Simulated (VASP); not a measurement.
# SnTe (F-43m) in VASP: further runs

The runs below take SnTe through single point, with PBE.

Everything below comes from runs of VASP 6.6.1. Logs are shortened: lines on timing, memory, paths and dates and some standing lists are left out, and cuts for length are marked.

### Step 1. The crystal as given

It takes space group F-43m (No. 216, cubic). The conventional cell has a = 7.222 Å, b = 7.222 Å, c = 7.222 Å, α = 90.00°, β = 90.00°, γ = 90.00°. Te (site symmetry -43m) has 4 Sn at 3.13 Å as nearest neighbours. Sn (site symmetry -43m) has 4 Te at 3.13 Å as nearest neighbours.

Measurements of this composition are mostly on another form, of space group No. 225.

### Step 2. Single point, PBE

Contents of INCAR:

```
SYSTEM = SnTe
PREC     = Accurate       ! precision mode
ENCUT    = 350            ! plane-wave cutoff, eV
EDIFF    = 1E-7           ! SCF threshold, eV
ISMEAR   = 0              ! smearing method
SIGMA    = 0.02           ! smearing width, eV
LREAL    = .FALSE.        ! projectors in reciprocal space
LASPH    = .TRUE.         ! aspherical terms in the spheres
NELM     = 80             ! most SCF steps
ALGO     = Normal         ! electronic algorithm
ISIF     = 2              ! what is computed and relaxed
LWAVE    = .FALSE.        ! write WAVECAR
LCHARG   = .TRUE.         ! write CHGCAR
GGA      = PE             ! functional
LELF     = .TRUE.         ! ELF
LVHAR    = .TRUE.
```

Contents of KPOINTS:

```
Automatic mesh
0
G
  4 4 4
  0 0 0
```

Contents of POSCAR:

```
SnTe
1.0
    0.0000000000      3.6111460000      3.6111460000
    3.6111460000      0.0000000000      3.6111460000
    3.6111460000      3.6111460000      0.0000000000
Te Sn
1 1
Direct
    0.2500000000      0.2500000000      0.2500000000
    0.0000000000      0.0000000000      0.0000000000
```

Potentials or basis: VASP PAW PBE potentials, release 64 (Te_GW, Sn_d_GW).

Started as:

```console
> cat potpaw_PBE.64/Te_GW/POTCAR potpaw_PBE.64/Sn_d_GW/POTCAR > POTCAR
> mpirun -np 1 vasp_std > vasp.out
```

OUTCAR:

```text
SYSTEM = SnTe
   PREC = Accurate
   ENCUT = 350
   EDIFF = 1E-7
   ISMEAR = 0
   LREAL = .FALSE.
   LASPH = .TRUE.
   NELM = 80
   ISIF = 2
   GGA = PE

 ion  position               nearest neighbor table
   1  0.250  0.250  0.250-   2 3.13   2 3.13   2 3.13   2 3.13
   2  0.000  0.000  0.000-   1 3.13   1 3.13   1 3.13   1 3.13

  LATTYP: Found a face centered cubic cell.
 ALAT       =     7.2222920000

  Lattice vectors:

 A1 = (   0.0000000000,   3.6111460000,   3.6111460000)
 A2 = (   3.6111460000,   0.0000000000,   3.6111460000)
 A3 = (   3.6111460000,   3.6111460000,   0.0000000000)

Analysis of symmetry for initial positions (statically):
=====================================================================
 Subroutine PRICEL returns:
 Original cell was already a primitive cell.

 Routine SETGRP: Setting up the symmetry group for a
 face centered cubic supercell.

 Subroutine GETGRP returns: Found 24 space group operations
 (whereof 24 operations were pure point group operations)
 out of a pool of 48 trial point group operations.

The static configuration has the point symmetry T_d .

Analysis of symmetry for dynamics (positions and initial velocities):
=====================================================================
 Subroutine PRICEL returns:
 Original cell was already a primitive cell.

 Routine SETGRP: Setting up the symmetry group for a
 face centered cubic supercell.

 Subroutine GETGRP returns: Found 24 space group operations
 (whereof 24 operations were pure point group operations)
 out of a pool of 48 trial point group operations.

The dynamic configuration has the point symmetry T_d .

 Subroutine INISYM returns: Found 24 space group operations
 (whereof 24 operations are pure point group operations),
 and found     1 'primitive' translations

----------------------------------------------------------------------------------------

                                     Primitive cell

  volume of cell :      94.1814

  direct lattice vectors                    reciprocal lattice vectors
     0.000000000  3.611146000  3.611146000    -0.138460201  0.138460201  0.138460201
     3.611146000  0.000000000  3.611146000     0.138460201 -0.138460201  0.138460201
     3.611146000  3.611146000  0.000000000     0.138460201  0.138460201 -0.138460201

  length of vectors
     5.106931649  5.106931649  5.106931649     0.239820102  0.239820102  0.239820102

  position of ions in fractional coordinates (direct lattice)
     0.250000000  0.250000000  0.250000000
     0.000000000  0.000000000  0.000000000

  ion indices of the primitive-cell ions
   primitive index   ion index
                 1           1
                 2           2

----------------------------------------------------------------------------------------

 KPOINTS: Automatic mesh

Automatic generation of k-mesh.
 Grid dimensions read from file:
 generate k-points for:    4    4    4

 Generating k-lattice:

  Cartesian coordinates                     Fractional coordinates (reciprocal lattice)
    -0.034615050  0.034615050  0.034615050     0.250000000  0.000000000  0.000000000
     0.034615050 -0.034615050  0.034615050     0.000000000  0.250000000  0.000000000
     0.034615050  0.034615050 -0.034615050     0.000000000  0.000000000  0.250000000

  Length of vectors
     0.059955026  0.059955026  0.059955026

  Shift w.r.t. Gamma in fractional coordinates (k-lattice)
     0.000000000  0.000000000  0.000000000

 Subroutine IBZKPT returns following result:
 ===========================================

 Found      8 irreducible k-points:

 Following reciprocal coordinates:
            Coordinates               Weight
  0.000000  0.000000  0.000000      1.000000
  0.250000  0.000000  0.000000      8.000000
  0.500000  0.000000  0.000000      4.000000
  0.250000  0.250000  0.000000      6.000000
  0.500000  0.250000  0.000000     24.000000
 -0.250000  0.250000  0.000000     12.000000
  0.500000  0.500000  0.000000      3.000000
 -0.250000  0.500000  0.250000      6.000000
   k-points           NKPTS =      8   k-points in BZ     NKDIM =      8   number of bands    NBANDS=     14
   number of dos      NEDOS =    301   number of ions     NIONS =      2
   total plane-waves  NPLWV =  32768
   dimension x,y,z NGX =    32 NGY =   32 NGZ =   32
   dimension x,y,z NGXF=    64 NGYF=   64 NGZF=   64
   ions per type =               1   1
   NGX,Y,Z   is equivalent  to a cutoff of  10.42, 10.42, 10.42 a.u.
   NGXF,Y,Z  is equivalent  to a cutoff of  20.83, 20.83, 20.83 a.u.
 SYSTEM =  SnTe
   PREC   = accura    normal or accurate (medium, high low for compatibility)
   ISTART =      0    job   : 0-new  1-cont  2-samecut
   ICHARG =      2    charge: 1-file 2-atom 10-const
   ISPIN  =      1    spin polarized calculation?
   LNONCOLLINEAR =      F non collinear calculations
   LSORBIT =      F    spin-orbit coupling
   LASPH  =      T    aspherical Exc in radial PAW
   ENCUT  =  350.0 eV  25.72 Ry    5.07 a.u.   7.79  7.79  7.79*2*pi/ulx,y,z
   NELM   =     80;   NELMIN=  2; NELMDL= -5     # of ELM steps
   EDIFF  = 0.1E-06   stopping-criterion for ELM
   LREAL  =      F    real-space projection
   EDIFFG = 0.1E-05   stopping-criterion for IOM
   NSW    =      0    number of steps for IOM
   IBRION =     -1    ionic relax: 0-MD 1-quasi-New 2-CG
   NFREE  =      0    steps in history (QN), initial steepest desc. (CG)
   ISIF   =      2    stress and relaxation
   ISYM   =      2    0-nonsym 1-usesym 2-fastsym
   POTIM  = 0.5000    time-step for ionic-motion
   TEBEG  =    0.0;   TEEND  =   0.0 temperature during run
   PSTRESS=    0.0 pullay stress
   NELECT =      20.0000    total number of electrons
   NUPDOWN=      -1.0000    fix difference up-down
   EMIN   =  10.00;   EMAX   =-10.00  energy-range for DOS
   EFERMI =   0.00;   METHOD = LEGACY
   ISMEAR =     0;   SIGMA  =   0.02  broadening in eV -4-tet -1-fermi 0-gaus
   EFERMI_NEDOS =   21; number of points for ismear=-14 and -15
   IALGO  =     38    algorithm
   IMIX   =      4    mixing-type and parameters
     AMIX     =   0.40;   BMIX     =  1.00
     AMIX_MAG =   1.60;   BMIX_MAG =  1.00
  volume/ion in A,a.u.               =      47.09       317.78
  Fermi-wavevector in a.u.,A,eV,Ry     =   0.976704  1.845704 12.979296  0.953951
  Thomas-Fermi vector in A             =   2.107344
   LORBIT       =      0    0 simple, 1 ext, 2 COOP (PROOUT), +10 PAW based schemes
   GGA     = PE    functional components
   LHFCALC =     F    Hartree Fock is set to
   AEXX    =    0.0000 exact exchange contribution
   IVDW    =     0    specifies the selected vdW correction
   LEPSILON=     F    determine dielectric tensor
   LRPA    =     F    only Hartree local field effects (RPA)
 non-spin polarized calculation
 Gauss-broadening in eV      SIGMA  =   0.02
  energy-cutoff  :      350.00
  volume of cell :       94.18
 maximum number of plane-waves:      1424
   NGX = 15   NGY = 15   NGZ = 15

 number of electron      19.9999991 magnetization

 Free energy of the ion-electron system (eV)
  ---------------------------------------------------
  ext. energy  EPLUGINS =         0.00000000
  ---------------------------------------------------
  free energy    TOTEN  =        -7.07134674 eV

  energy without entropy =       -7.07133890  energy(sigma->0) =       -7.07134282

 E-fermi :   2.5638     XC(G=0):  -7.4675

 val. band max:        2.5166209204   @ k =  -0.2500   0.5000   0.2500
 cond. band min:       2.6082425304   @ k =   0.5000   0.5000   0.0000
 fundamental gap:      0.0916216101
 Fermi energy:         2.5638295278

 k-point     1 :       0.0000    0.0000    0.0000
  band No.  band energies     occupation
      1     -19.3093      2.00000
      2     -19.3093      2.00000
      3     -19.3093      2.00000
      4     -19.3009      2.00000
      5     -19.3009      2.00000
      6      -9.0418      2.00000
      7      -2.7001      2.00000
      8       0.5543      2.00000
      9       0.5543      2.00000
     10       0.5543      2.00000
     11       3.4960      0.00000
     12       3.4960      0.00000
     13       3.4960      0.00000
     14       6.6125      0.00000

 k-point     2 :       0.2500    0.0000    0.0000
  band No.  band energies     occupation
      1     -19.3094      2.00000
      2     -19.3086      2.00000
      3     -19.3086      2.00000
      4     -19.3005      2.00000
      5     -19.3005      2.00000
      6      -8.8016      2.00000
      7      -3.6816      2.00000
      8       0.2548      2.00000
      9       0.2548      2.00000
     10       0.6300      2.00000
     11       3.9895      0.00000
     12       3.9895      0.00000
     13       4.2353      0.00000
     14       7.8659      0.00000

 k-point     3 :       0.5000    0.0000    0.0000
  band No.  band energies     occupation
      1     -19.3105      2.00000
      2     -19.3077      2.00000
      3     -19.3077      2.00000
      4     -19.3006      2.00000
      5     -19.3006      2.00000
      6      -8.5030      2.00000
      7      -4.5158      2.00000
      8       0.0231      2.00000
      9       0.0231      2.00000
     10       0.4474      2.00000
     11       4.2990      0.00000
     12       4.2990      0.00000
     13       5.8870      0.00000
     14       8.1667      0.00000

 k-point     4 :       0.2500    0.2500    0.0000
  band No.  band energies     occupation
      1     -19.3108      2.00000
      2     -19.3074      2.00000
      3     -19.3074      2.00000
      4     -19.3011      2.00000
      5     -19.3000      2.00000
      6      -8.7157      2.00000
      7      -3.8972      2.00000
      8      -0.1570      2.00000
      9      -0.1570      2.00000
     10       1.5653      2.00000
     11       2.8471      0.00000
     12       4.8468      0.00000
     13       4.8468      0.00000
     14       7.0619      0.00000

 k-point     5 :       0.5000    0.2500    0.0000
  band No.  band energies     occupation
      1     -19.3112      2.00000
      2     -19.3073      2.00000
      3     -19.3070      2.00000
      4     -19.3011      2.00000
      5     -19.3004      2.00000
      6      -8.4014      2.00000
      7      -4.6507      2.00000
      8      -0.8264      2.00000
      9      -0.3426      2.00000
     10       1.8163      2.00000
     11       3.6080      0.00000
     12       5.2774      0.00000
     13       5.3391      0.00000
     14       7.7890      0.00000

 k-point     6 :      -0.2500    0.2500    0.0000
  band No.  band energies     occupation
      1     -19.3102      2.00000
      2     -19.3075      2.00000
      3     -19.3074      2.00000
      4     -19.3007      2.00000
      5     -19.3004      2.00000
      6      -8.5122      2.00000
      7      -4.4173      2.00000
      8      -0.8338      2.00000
      9       0.0050      2.00000
     10       1.5828      2.00000
     11       4.2774      0.00000
     12       4.5272      0.00000
     13       4.8730      0.00000
     14       8.0350      0.00000

 k-point     7 :       0.5000    0.5000    0.0000
  band No.  band energies     occupation
      1     -19.3121      2.00000
      2     -19.3063      2.00000
      3     -19.3063      2.00000
      4     -19.3013      2.00000
      5     -19.2995      2.00000
      6      -8.2841      2.00000
      7      -4.8779      2.00000
      8      -0.6318      2.00000
      9      -0.6318      2.00000
     10       1.8112      2.00000
     11       2.6082      0.00169
     12       6.3670      0.00000
     13       6.3670      0.00000
     14       7.9149      0.00000

 k-point     8 :      -0.2500    0.5000    0.2500
  band No.  band energies     occupation
      1     -19.3117      2.00000
      2     -19.3077      2.00000
      3     -19.3066      2.00000
      4     -19.3011      2.00000
      5     -19.3005      2.00000
      6      -8.2811      2.00000
      7      -4.8587      2.00000
      8      -0.8931      2.00000
      9      -0.8045      2.00000
     10       2.5166      1.99916
     11       3.8334      0.00000
     12       4.7330      0.00000
     13       5.6068      0.00000
     14       7.8043      0.00000

------------------------ aborting loop because EDIFF is reached ----------------------------------------

  FORCE on cell =-STRESS in cart. coord.  units (eV):
  Direction    XX          YY          ZZ          XY          YZ          ZX
  --------------------------------------------------------------------------------------
  -------------------------------------------------------------------------------------
  Total       -0.2702936     -0.2702936     -0.2702936     -0.0000000     -0.0000000      0.0000000
  in kB       -4.5981292     -4.5981292     -4.5981292     -0.0000000     -0.0000000      0.0000000
  external PRESSURE =      -4.5981292 kB  Pullay stress =       0.0000000 kB

 VOLUME and BASIS-vectors are now :
 -----------------------------------------------------------------------------
  energy-cutoff  :      350.00
  volume of cell :       94.18
      direct lattice vectors                 reciprocal lattice vectors
     0.000000000  3.611146000  3.611146000    -0.138460201  0.138460201  0.138460201
     3.611146000  0.000000000  3.611146000     0.138460201 -0.138460201  0.138460201
     3.611146000  3.611146000  0.000000000     0.138460201  0.138460201 -0.138460201

 POSITION                                       TOTAL-FORCE (eV/Angst)
 -----------------------------------------------------------------------------------
      1.80557      1.80557      1.80557         0.000000      0.000000      0.000000
      0.00000      0.00000      0.00000        -0.000000     -0.000000     -0.000000
 -----------------------------------------------------------------------------------
    total drift:                               -0.000001     -0.000001     -0.000001

  FREE ENERGIE OF THE ION-ELECTRON SYSTEM (eV)
  ---------------------------------------------------
  free  energy   TOTEN  =        -7.0713467441 eV

  energy  without entropy=       -7.0713389023  energy(sigma->0) =       -7.07134282
```

Wall time 14 s (1 thread of Intel Xeon Platinum 8488C (Sapphire Rapids), shared host); peak memory 0.18 GiB.

What came out:

```
Free energy            : -7.0713 eV
Pressure               : -0.5 GPa
Band gap on the k mesh : 0.09 eV, indirect (least direct gap 0.80 eV)
```

Levels at points of the mesh, in eV from the valence-band top:
| k point | band 7 | band 8 | band 9 | band 10 | band 11 | band 12 | band 13 | band 14 |
| --- | --- | --- | --- | --- | --- | --- | --- | --- |
| (0.00, 0.00, 0.00) | -5.22 | -1.96 | -1.96 | -1.96 | 0.98 | 0.98 | 0.98 | 4.10 |
| (0.50, 0.00, 0.00) | -7.03 | -2.49 | -2.49 | -2.07 | 1.78 | 1.78 | 3.37 | 5.65 |
| (0.50, 0.50, 0.00) | -7.39 | -3.15 | -3.15 | -0.71 | 0.09 | 3.85 | 3.85 | 5.40 |

Caveat: spin-orbit coupling is left out, which moves the levels of the heavy elements. A k mesh can miss the band edges.

[end of part 1 of 2]
